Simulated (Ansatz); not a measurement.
I need the levels without and with spin-orbit coupling of CdSe, space group P6_3mc. Use Ansatz 0.2.0 through its Python package. Use (first run): PBEsol, PAW, cutoff 490 eV, 6×6×4 k-points, fixed occupations.

```
Cd Se
1.0
     4.30000    0.00000    0.00000
    -2.15000    3.72391    0.00000
     0.00000    0.00000    7.02000
Cd Se
2 2
Cartesian
  0.0000 2.4826 0.0000
  2.1500 1.2413 3.5100
  0.0000 2.4826 2.7027
  2.1500 1.2413 6.2127
```

`cdse.py`:
```python
import warnings

import ansatz
from ase import Atoms

warnings.simplefilter('ignore', ansatz.DeckWarning)

atoms = Atoms(
    ['Cd', 'Cd', 'Se', 'Se'],
    scaled_positions=[
        (1 / 3, 2 / 3, 0.0),
        (2 / 3, 1 / 3, 0.5),
        (1 / 3, 2 / 3, 0.385),
        (2 / 3, 1 / 3, 0.885),
    ],
    cell=[
        (4.3, 0.0, 0.0),
        (-2.15, 3.723909, 0.0),
        (0.0, 0.0, 7.02),
    ],
    pbc=True,
)
system = ansatz.Crystal.from_ase(atoms)

job = (
    system.calculation()
    .functional(ansatz.Functional.PBESOL)
    .basis(18 * ansatz.Ha)
    .kpoints(6, 6, 4)
    .occupations('Fixed')
    .band_table()
)
for label, variant in (('scalar-relativistic', job), ('spin-orbit', job.spin(soc=True))):
    report = variant.run().report
    zero = report['band_edges_ev'][0] if report.get('band_edges_ev') else report['fermi_energy_ev']
    near = [round(e - zero, 3) for e in report['eigenvalues_ev'][0] if abs(e - zero) < 4]
    print(label)
    print('  band edges (eV):', [round(e, 3) for e in report.get('band_edges_ev') or []] or 'none reported')
    print('  levels at k =', report['kpoints_frac'][0], 'within 4 eV of the zero:', near)
```

```console
$ python cdse.py
scalar-relativistic
  band edges (eV): [7.345, 7.922]
  levels at k = [0.0, 0.0, 0.0] within 4 eV of the zero: [-0.726, -0.726, -0.013, -0.0, 0.0, 0.577, 2.017]
spin-orbit
  band edges (eV): [7.463, 7.925]
  levels at k = [0.0, 0.0, 0.0] within 4 eV of the zero: [-0.964, -0.964, -0.731, -0.731, -0.367, -0.367, -0.005, -0.005, -0.0, 0.0, 0.461, 0.461, 1.897, 1.897]
```

What to keep in mind:
- Of the deposited cell: the entry's cell lengths or inner coordinates differ somewhat from later room-temperature determinations.
- The starting cell is as deposited in a crystallographic database; the results hold for this polymorph, which needn't be the stable one.
- Gaps and levels are Kohn-Sham values on a finite set of k-points.
- With spin-orbit coupling each level holds one electron and, with inversion or at time-reversal points, comes in pairs; a window in energy can cut a split set.
- Wall time of the script: 59 s on 1 thread of Intel(R) Xeon(R) Processor @ 2.30GHz, on a shared host, peak memory 1.1 GiB.
